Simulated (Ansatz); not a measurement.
# What a trial cell of CdF2 relaxes into

Method: Ansatz, DFT PBE, scalar-relativistic, plane waves, PAW. Cutoff 420 eV, Γ-centred k mesh, Gaussian smearing, no spin polarisation in the final step.

CdF2 was placed on the 2H molybdenite structure type (P6_3/mmc, No. 194), with Cd in place of Mo, F in place of S, at a guessed volume.

```xyz
6
Lattice="2.7513 0.0000 0.0000 -1.3756 2.3827 0.0000 0.0000 0.0000 10.7014" Properties=species:S:1:pos:R:3 pbc="T T T"
Cd    0.0000    1.5885    2.6753
Cd    1.3756    0.7942    8.0260
F     0.0000    1.5885    6.7151
F     1.3756    0.7942    1.3644
F     0.0000    1.5885    9.3369
F     1.3756    0.7942    3.9863
```

Cell and atoms relax at zero pressure; the relaxation can't lower the symmetry of the start. After a coarse first stage the cell is made exact in the group found at 0.06 Å.

Formation energies are uncorrected and refer to the elements' standard structures at the same level (F₂ as a molecule).

(1) Describe the relaxed structure.

(2) What are its volume, energy, density and gap?

Answers

(1) It keeps P6_3/mmc (No. 194). The result has the 2H molybdenite structure. Conventional cell: a = 3.350 Å, c = 10.136 Å. Cd is coordinated by 6 F at 2.30 Å; F is coordinated by 3 Cd at 2.30 Å and 1 F at 2.49 Å.

Space group P6_3/mmc (No. 194). a = 3.350 Å, b = 3.350 Å, c = 10.136 Å, α = 90.00°, β = 90.00°, γ = 120.00°
```csv
atom,site,symmetry,x,y,z
Cd,2c,-6m2,0.3333,0.6667,0.2500
F,4f,3m.,0.3333,0.6667,0.6270
```

(2) The volume per atom is 16.4 Å³. The density is 5.1 g/cm³ and the energy over the elements is -1.924 eV/atom. The gap on the 12×12×4 mesh is 2.46 eV.

The final run used a 12×12×4 mesh on its 6-atom cell and 0.02 eV smearing. Weakly bound directions are ill-defined at this level, which has no dispersion term. A later test with randomly moved atoms came back to it. The steps took of the order of 110 core-seconds in all.

Cost: 5 runs of about 3.7 core-minutes in all, on Arm Neoverse V2 (shared hosts).